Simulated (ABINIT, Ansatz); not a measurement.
**TaSi2 and the functional, program beside program**

```cif
data_structure
_symmetry_space_group_name_H-M 'P6_222'
_symmetry_Int_Tables_number 180
_cell_length_a 4.7800
_cell_length_b 4.7800
_cell_length_c 6.5640
_cell_angle_alpha 90.000
_cell_angle_beta 90.000
_cell_angle_gamma 120.000
_cell_volume 129.88
loop_
_atom_site_label
_atom_site_type_symbol
_atom_site_symmetry_multiplicity
_atom_site_Wyckoff_symbol
_atom_site_fract_x
_atom_site_fract_y
_atom_site_fract_z
_atom_site_occupancy
Ta1 Ta 3 d 0.00000 0.50000 0.16667 1
Si1 Si 6 j 0.33330 0.16665 0.16667 1
```

Kept alike: task band structure; k mesh 7 × 7 × 4; occupations fermi-dirac, width 0.05 eV; no spin polarisation. The mesh is that of the run's cell of 9 atoms. No spin-orbit coupling.

- A: ABINIT; JTH PAW LDA v2.0 (LDA); JTH PAW PBE v2.0 (PBE); PseudoDojo NC SR PBEsol v0.4.1 standard (PBEsol), cutoff 517 to 789 eV
- B: Ansatz, Ansatz PAW, made for PBE, cutoff 420 eV

```csv
functional,A: pressure (GPa),B: pressure (GPa)
LDA,-4.82,-4.72
PBE,3.42,3.50
PBEsol,-1.30,-1.27
```

Pressure is positive in compression; plane-wave values hold the error of the finite cutoff, which Ansatz corrects. Values on potentials made for another functional: B at LDA, PBEsol. For a metal such a mesh leaves the last digits unconverged.

How large is the effect of the functional, and do the programs agree on it?

From LDA to PBE the pressure moves by +8.24 in A, +8.22 in B (GPa). Row by row the programs differ by 0.03 to 0.10, and over this span the shifts, as printed, agree within 1 %. Shifts from LDA: PBE +8.24, +8.22; PBEsol +3.52, +3.45; the programs' shifts differ by up to 0.07.
